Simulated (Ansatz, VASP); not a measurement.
## Two plane-wave programs on NaCl

File POSCAR:

```
NaCl
1.0
    0.0000000000      2.8912641134      2.8026988303
    2.8912641134      0.0000000000      2.8026988303
    2.8912641134      2.8912641134      0.0000000000
Na Cl
1 1
Direct
    0.0000000000      0.0000000000      0.0000000000
    0.5000000000      0.5000000000      0.5000000000
```

INCAR.step1

```
SYSTEM = NaCl
PREC = Accurate
ENCUT = 520
ISMEAR = 0
SIGMA = 0.01
LREAL = .FALSE.
LASPH = .TRUE.
NELM = 60
NBANDS = 14
GGA = PE
ALGO = Normal
EDIFF = 1E-4
LWAVE = .TRUE.
LCHARG = .FALSE.
```

File INCAR.step2:

```
SYSTEM = NaCl
PREC = Accurate
ENCUT = 520
EDIFF = 1E-6
ISMEAR = 0
SIGMA = 0.01
LREAL = .FALSE.
LASPH = .TRUE.
NELM = 60
ALGO = Normal
ISIF = 2
LWAVE = .FALSE.
LCHARG = .FALSE.
METAGGA = R2SCAN
LMIXTAU = .TRUE.
NBANDS = 14
ISTART = 1
```

File KPOINTS:

```
Automatic mesh
0
G
  8 8 8
  0 0 0
```

Input for Ansatz:

```yaml
crystal:
  lattice:
    - [0.0, 2.8912641134, 2.8026988303]
    - [2.8912641134, 0.0, 2.8026988303]
    - [2.8912641134, 2.8912641134, 0.0]
  atoms:
    - { symbol: Na, position: [0.0, 0.0, 0.0] }
    - { symbol: Cl, position: [0.5, 0.5, 0.5] }
kpoints:
  mp_grid: { grid: [8, 8, 8] }
  band_path:
    path:
      - [0.0, 0.0, 0.0]
      - [0.5, 0.0, 0.5]
      - [0.625, 0.25, 0.625]
      - [0.375, 0.375, 0.75]
      - [0.5, 0.5, 0.5]
      - [0.5, 0.25, 0.75]
    npoints: 1
hamiltonian:
  xc: r2scan
scf:
  occupations: { method: fixed }
  n_extra_bands: 4
output:
  forces: true
  stress: true
  eigenvalues: true
  write_density: true
  write_potential: true
  elf: true
  volumetric_format: npy
```

Change from the starting cell: biaxial_xy strain +3.2%.

Alike in both runs: task single point; functional r2SCAN; k mesh 8 × 8 × 8; no spin polarisation.

```csv
,VASP,Ansatz
version,VASP 6.6.1,Ansatz 0.2.0
potentials or method,"VASP PAW PBE potentials, release 64 (Na_pv, Cl)","plane waves, PAW"
plane-wave cutoff (eV),520,500
occupations,"gaussian, width 0.01 eV",fixed
valence electrons in the cell,14,16
```

```tsv
	VASP	Ansatz	Ansatz less VASP
gap on the k mesh at the Fermi level (eV)	5.74	5.71	-0.023
pressure (GPa)	-1.6	-1.4	+0.24
largest component of the traceless stress (GPa)	0.76	0.74	-0.023
```

The two sets of potentials don't hold the same shells in valence.

Caveats: the PAW data sets were made with another functional, which shifts forces and pressure a little (VASP). A k mesh can miss the band edges.
